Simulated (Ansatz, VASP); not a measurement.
## Two plane-wave programs on Ni

```
Ni
1.0
     0.00000    1.73757    1.73757
     1.73757    0.00000    1.73757
     1.73757    1.73757    0.00000
Ni
1
Direct
  0.00000 0.00000 0.00000
```

Alike in both runs: task relaxation of cell and atoms; functional PBE; dispersion D3(BJ); k mesh 13 × 13 × 13; occupations fermi-dirac, width 0.05 eV; collinear spin, ferromagnetic start.

|  | VASP | Ansatz |
| --- | --- | --- |
| version | VASP 6.6.1 | Ansatz 0.2.0 |
| potentials or method | VASP PAW PBE potentials, release 64 (Ni) | Ansatz PAW |
| plane-wave cutoff (eV) | 600 | 420 |
| valence electrons in the cell | 10 | 18 |

|  | VASP | Ansatz | Ansatz less VASP |
| --- | --- | --- | --- |
| net moment per atom (μB) | 0.62 | 0.63 | +0.007 |
| size of the moment on the site where the two differ most (μB) | 0.63 | 0.67 | +0.035 |
| relaxed volume (Å³/atom) | 10.51 | 10.52 | +0.013 |
| relaxed cell length with the largest relative difference (Å) | 2.458 | 2.459 | +0.0010 |

Site moments also hang on the region over which each program counts them. The two sets of potentials don't hold the same shells in valence.

Caveats: pairwise dispersion overbinds metals, which lowers pressure and volume (VASP); the plane-wave basis is chosen anew once the cell has moved, so the energies of steps on either side of that aren't comparable (Ansatz).
